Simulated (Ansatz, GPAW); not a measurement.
# Sn: 3 runs at one level of theory

```xyz
2
Lattice="-2.9401 2.9401 1.5993 2.9401 -2.9401 1.5993 2.9401 2.9401 -1.5993" Properties=species:S:1:pos:R:3 pbc="T T T"
Sn    0.0000    0.0000    0.0000
Sn    0.0000    2.9401    0.7997
```

Alike in all runs: task band structure; functional revPBE; k mesh 9 × 9 × 9; occupations fermi-dirac, width 0.05 eV; no spin polarisation; no spin-orbit coupling. Pressure is positive in compression and, in plane waves, holds the error of the finite cutoff, which Ansatz's Pulay term estimates and takes out.

```
                                                    program and potentials  plane-wave cutoff (eV)                                                                                   notes  pressure (GPa)
                                                        Ansatz, Ansatz PAW                     420  potentials made for PBE, which Ansatz adapts in part; Pulay term of +0.04 GPa included            2.46
                            Ansatz, all-electron LAPW, scalar-relativistic                       -                                                                                       -            2.46
GPAW, the program's PAW data sets (release 1.2.1) made for this functional                     600                                                                                       -            2.18
```

The pressure spans 2.18 (GPAW, the program's PAW data sets (release 1.2.1) made for this functional) to 2.46 GPa (Ansatz, Ansatz PAW), with all-electron results at 2.46. Some sets were made for another functional than the one run, which can shift their rows.

The functional is the same throughout but for its coding, so the spread measures potentials, basis and numerics; runs on potential files found faulty are left out.
